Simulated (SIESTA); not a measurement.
**CoO in SIESTA: the effect of functional**

The system is CoO.

```
Co O
1.0
     0.00000    2.13150    2.13150
     2.13150    0.00000    2.13150
     2.13150    2.13150    0.00000
Co O
1 1
Cartesian
  0.0000 0.0000 0.0000
  2.1315 2.1315 2.1315
```

Alike in all runs:

* Program: SIESTA 5.4.2
* Task: band structure
* Basis: DZP (energy shift 0.003 Ry; two zetas on semicore shells)
* Grid cutoff: 800 Ry
* Energy shift: 0.003 Ry
* k mesh: 11 × 11 × 11
* Occupations: fermi-dirac, width 0.05 eV
* Spin: collinear spin, ferromagnetic start
* Starting moments: [2.0, 0.0] μB

Question: One run gave: pressure -10.3 GPa; moment 2.95 μB. Which functional did it use?
A. AM05
B. BLYP
C. vdW-DF-cx

Answer: A.

| functional | potentials or basis | pressure (GPa) | moment (μB) |
| --- | --- | --- | --- |
| AM05 | PseudoDojo 0.4 standard (PBEsol files) | -10.3 | 2.95 |
| BLYP | PseudoDojo 0.4 standard (PBE files) | 6.4 | 2.91 |
| vdW-DF-cx | PseudoDojo 0.4 standard (PBE files) | -8.2 | 2.89 |

Caveats: short orbitals over semicore shells can move pressures by several GPa; the potentials were made for another functional, which shifts forces and pressure; the basis of atomic orbitals isn't converged, which shifts pressures, moduli and gaps; a cell with one magnetic atom can't hold antiferromagnetic order, which such compounds often take.
